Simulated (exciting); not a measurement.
# HgTe (Fm-3m) in exciting: reference runs

Reference runs on HgTe: the cell as given.

All numbers are computed with exciting (release sodium); they aren't measurements. Logs are shortened: lines on timing, memory, paths and dates and some standing lists are left out, and cuts for length are marked.

## 1. The crystal as given

Symmetry: Fm-3m, No. 225, cubic system. Conventional cell: a = 6.360 Å, b = 6.360 Å, c = 6.360 Å, α = 90.00°, β = 90.00°, γ = 90.00°. Around Hg (site symmetry m-3m) lie 6 Te at 3.18 Å. Te (site symmetry m-3m) is surrounded by 6 Hg at 3.18 Å.

Measurements of this composition are mostly on another form, of space group No. 216.

## 2. Single point, PBE

input.xml

```xml
<input>
  <title>HgTe</title>
  <structure speciespath="./" tshift="false">
    <crystal scale="1">
      <basevect>0.000000000000 6.009329076310 6.009329076310</basevect>
      <basevect>6.009329076310 0.000000000000 6.009329076310</basevect>
      <basevect>6.009329076310 6.009329076310 0.000000000000</basevect>
    </crystal>
    <species speciesfile="Hg.xml" rmt="2.3">
      <atom coord="0.000000000000 0.000000000000 0.000000000000"/>
    </species>
    <species speciesfile="Te.xml" rmt="2.3">
      <atom coord="0.500000000000 0.500000000000 0.500000000000"/>
    </species>
  </structure>
  <groundstate do="fromscratch" ngridk="7 7 7" rgkmax="9" gmaxvr="14" lmaxapw="10" lmaxmat="10" lmaxvr="8" xctype="GGA_PBE" stype="Fermi Dirac" swidth="0.00183747" nempty="10" ValenceRelativity="iora*" epsengy="1e-05" epspot="1e-05" maxscl="60" tforce="true" outputlevel="normal"/>
  <properties>
    <chargedensityplot>
      <plot3d>
        <box grid="23 23 23">
          <origin coord="0 0 0"/>
          <point coord="1 0 0"/>
          <point coord="0 1 0"/>
          <point coord="0 0 1"/>
        </box>
      </plot3d>
    </chargedensityplot>
    <elfplot>
      <plot3d>
        <box grid="23 23 23">
          <origin coord="0 0 0"/>
          <point coord="1 0 0"/>
          <point coord="0 1 0"/>
          <point coord="0 0 1"/>
        </box>
      </plot3d>
    </elfplot>
    <exccplot>
      <plot3d>
        <box grid="23 23 23">
          <origin coord="0 0 0"/>
          <point coord="1 0 0"/>
          <point coord="0 1 0"/>
          <point coord="0 0 1"/>
        </box>
      </plot3d>
    </exccplot>
  </properties>
</input>
```

Potentials or basis: all-electron LAPW+lo, shipped species files, valence relativity iora*.

Run with:

```
$ OMP_NUM_THREADS=1 exciting_smp
```

INFO.OUT:

```text
================================================================================
EXCITING SODIUM started
[... 10 lines left out ...]

 Lattice vectors (cartesian) :
      0.0000000000      6.0093290763      6.0093290763
      6.0093290763      0.0000000000      6.0093290763
      6.0093290763      6.0093290763      0.0000000000

 Reciprocal lattice vectors (cartesian) :
     -0.5227859240      0.5227859240      0.5227859240
      0.5227859240     -0.5227859240      0.5227859240
      0.5227859240      0.5227859240     -0.5227859240

 Unit cell volume                           :     434.0182152467
 Brillouin zone volume                      :       0.5715202835

 Species :    1 (Hg)
     parameters loaded from                 :    Hg.xml
     name                                   :    mercury
     nuclear charge                         :     -80.00000000
     electronic charge                      :      80.00000000
     atomic mass                            :  365653.20120000
     muffin-tin radius                      :       2.30000000
     # of radial points in muffin-tin       :     450

     atomic positions (lattice) :
       1 :   0.00000000  0.00000000  0.00000000

 Species :    2 (Te)
     parameters loaded from                 :    Te.xml
     name                                   :    tellurium
     nuclear charge                         :     -52.00000000
     electronic charge                      :      52.00000000
     atomic mass                            :  232600.57070000
     muffin-tin radius                      :       2.30000000
     # of radial points in muffin-tin       :     400

     atomic positions (lattice) :
       1 :   0.50000000  0.50000000  0.50000000

 Total number of atoms per unit cell        :       2

 Spin treatment                             :    spin-unpolarised

 Number of Bravais lattice symmetries       :      48
 Number of crystal symmetries               :      48

 k-point grid                               :       7    7    7
 Total number of k-points                   :      20
 k-point set is reduced with crystal symmetries

 R^MT_min * |G+k|_max (rgkmax)              :       9.00000000
 Species with R^MT_min                      :       1 (Hg)
 Maximum |G+k| for APW functions            :       3.91304348
 Maximum |G| for potential and density      :      14.00000000

 G-vector grid sizes                        :      40    40    40
 Total number of G-vectors                  :   20107

 Maximum angular momentum used for
     APW functions                          :      10
     computing H and O matrix elements      :      10
     potential and density                  :       8
     inner part of muffin-tin               :       2

 Total nuclear charge                       :    -132.00000000
 Total electronic charge                    :     132.00000000
 Total core charge                          :      98.00000000
 Total valence charge                       :      34.00000000

 Number of empty states                     :      10
 Total number of valence states             :      28

 Maximum Hamiltonian size                   :     485
 Maximum number of plane-waves              :     459
 Total number of local-orbitals             :      26

 Exchange-correlation type                  :      20
     Perdew-Burke-Ernzerhof, Phys. Rev. Lett. 77, 3865 (1996)
     Generalised gradient approximation (GGA)

 Smearing scheme                            :    Fermi-Dirac
 Smearing width                             :       0.00183747

 Using multisecant Broyden potential mixing
[... 16 lines left out ...]
+ SCF iteration number :    1                                                  +
++++++++++++++++++++++++++++++++++++++++++++++++++++++++++++++++++++++++++++++++
 Total energy                               :    -26447.32703687
 _______________________________________________________________
 Fermi energy                               :         0.18099932
 Kinetic energy                             :     29886.26188287
 Coulomb energy                             :    -55783.89077929
 Exchange energy                            :      -541.98157624
 Correlation energy                         :        -7.71656421

 DOS at Fermi energy (states/Ha/cell)       :        26.13897134

 Electron charges :
     core                                   :        98.00000000
     core leakage                           :         0.00332791
     valence                                :        34.00000000
     interstitial                           :         5.57673971
     charge in muffin-tin spheres :
                  atom     1    Hg          :        77.41739199
                  atom     2    Te          :        49.00586829
     total charge in muffin-tins            :       126.42326029
     total charge                           :       132.00000000

++++++++++++++++++++++++++++++++++++++++++++++++++++++++++++++++++++++++++++++++
+ SCF iteration number :    2                                                  +
++++++++++++++++++++++++++++++++++++++++++++++++++++++++++++++++++++++++++++++++
 Total energy                               :    -26455.42458841
 _______________________________________________________________
 Fermi energy                               :         0.18032715
 Kinetic energy                             :     29880.53172351
 Coulomb energy                             :    -55786.13831959
 Exchange energy                            :      -542.09942892
 Correlation energy                         :        -7.71856341

 DOS at Fermi energy (states/Ha/cell)       :        24.83727264

 Electron charges :
     core                                   :        98.00000000
     core leakage                           :         0.00330395
     valence                                :        34.00000000
     interstitial                           :         5.53204639
     charge in muffin-tin spheres :
                  atom     1    Hg          :        77.52041021
                  atom     2    Te          :        48.94754340
     total charge in muffin-tins            :       126.46795361
     total charge                           :       132.00000000
[... 325 lines left out ...]
++++++++++++++++++++++++++++++++++++++++++++++++++++++++++++++++++++++++++++++++
+ SCF iteration number :   14                                                  +
++++++++++++++++++++++++++++++++++++++++++++++++++++++++++++++++++++++++++++++++
 Total energy                               :    -26458.74353305
 _______________________________________________________________
 Fermi energy                               :         0.17276754
 Kinetic energy                             :     29876.96027398
 Coulomb energy                             :    -55785.85457635
 Exchange energy                            :      -542.12990214
 Correlation energy                         :        -7.71932854

 DOS at Fermi energy (states/Ha/cell)       :        25.41745285

 Electron charges :
     core                                   :        98.00000000
     core leakage                           :         0.00328037
     valence                                :        34.00000000
     interstitial                           :         5.50521592
     charge in muffin-tin spheres :
                  atom     1    Hg          :        77.56596013
                  atom     2    Te          :        48.92882395
     total charge in muffin-tins            :       126.49478408
     total charge                           :       132.00000000

 RMS change in effective potential (target) :  0.378170E-08  ( 0.100000E-04)
 Absolute change in total energy   (target) :  0.231130E-05  ( 0.100000E-04)
 Charge distance                   (target) :  0.145174E-08  ( 0.100000E-04)
 Abs. change in max-nonIBS-force   (target) :   0.00000      ( 0.500000E-04)

++++++++++++++++++++++++++++++++++++++++++++++++++++++++++++++++++++++++++++++++
| Convergency criteria checked for the last 2 iterations                       +
| Convergence targets achieved. Performing final SCF iteration                 +
++++++++++++++++++++++++++++++++++++++++++++++++++++++++++++++++++++++++++++++++
 Total energy                               :    -26458.74353388
 _______________________________________________________________
 Fermi energy                               :         0.17276753
 Kinetic energy                             :     29876.96027348
 Coulomb energy                             :    -55785.85457666
 Exchange energy                            :      -542.12990217
 Correlation energy                         :        -7.71932853

 DOS at Fermi energy (states/Ha/cell)       :        25.41745458

 Electron charges :
     core                                   :        98.00000000
     core leakage                           :         0.00328037
     valence                                :        34.00000000
     interstitial                           :         5.50521589
     charge in muffin-tin spheres :
                  atom     1    Hg          :        77.56596011
                  atom     2    Te          :        48.92882400
     total charge in muffin-tins            :       126.49478411
     total charge                           :       132.00000000

++++++++++++++++++++++++++++++++++++++++++++++++++++++++++++++++++++++++++++++++
+ Self-consistent loop stopped                                                 +
++++++++++++++++++++++++++++++++++++++++++++++++++++++++++++++++++++++++++++++++
 STATE.OUT is written

--------------------------------------------------------------------------------
- Writing atomic positions and forces                                          -
--------------------------------------------------------------------------------

 Atomic positions (lattice) :
 atom     1  Hg  :     0.00000000    0.00000000    0.00000000
 atom     2  Te  :     0.50000000    0.50000000    0.50000000

 Total atomic forces including IBS (cartesian) :
 atom     1  Hg  :     0.00000000   -0.00000000    0.00000000
 atom     2  Te  :    -0.00000000    0.00000000   -0.00000000

 Atomic force components including IBS (cartesian) :
 atom     1  Hg  :    -0.00000000   -0.00000000   -0.00000000   HF force
                 :    -0.00000000    0.00000000   -0.00000000   core correction
                 :     0.00000000    0.00000000    0.00000000   IBS correction
 atom     2  Te  :     0.00000000    0.00000000    0.00000000   HF force
                 :     0.00000000   -0.00000000    0.00000000   core correction
                 :    -0.00000000   -0.00000000   -0.00000000   IBS correction

********************************************************************************
* Groundstate module stopped                                                   *
********************************************************************************

--------------------------------------------------------------------------------
- CAUTION! Warnings have been written in file WARNING.OUT !                    -
--------------------------------------------------------------------------------
================================================================================
| EXCITING SODIUM stopped                                                      =
================================================================================
```

Wall time 2.2 min (1 thread of Arm Neoverse V2, shared host); peak memory 0.16 GiB.

Results:

| Quantity | Value |
| --- | --- |
| Free energy | -719979.0983 eV |
| Band gap on the k mesh | none (metal or under the smearing width) |
| All electrons inside the program's atomic spheres | Hg 77.57; Te 48.93 (radii Hg 2.3, Te 2.3 bohr) |

Levels at points of the mesh, in eV from the Fermi level:
```csv
k point,band 15,band 16,band 17,band 18,band 19,band 20
"(0.00, 0.00, 0.00)",-1.41,-0.57,-0.57,-0.57,7.44,7.44
```

Caveat: the log's total energy holds no entropy term; the free energy is that total less TS from the occupations.
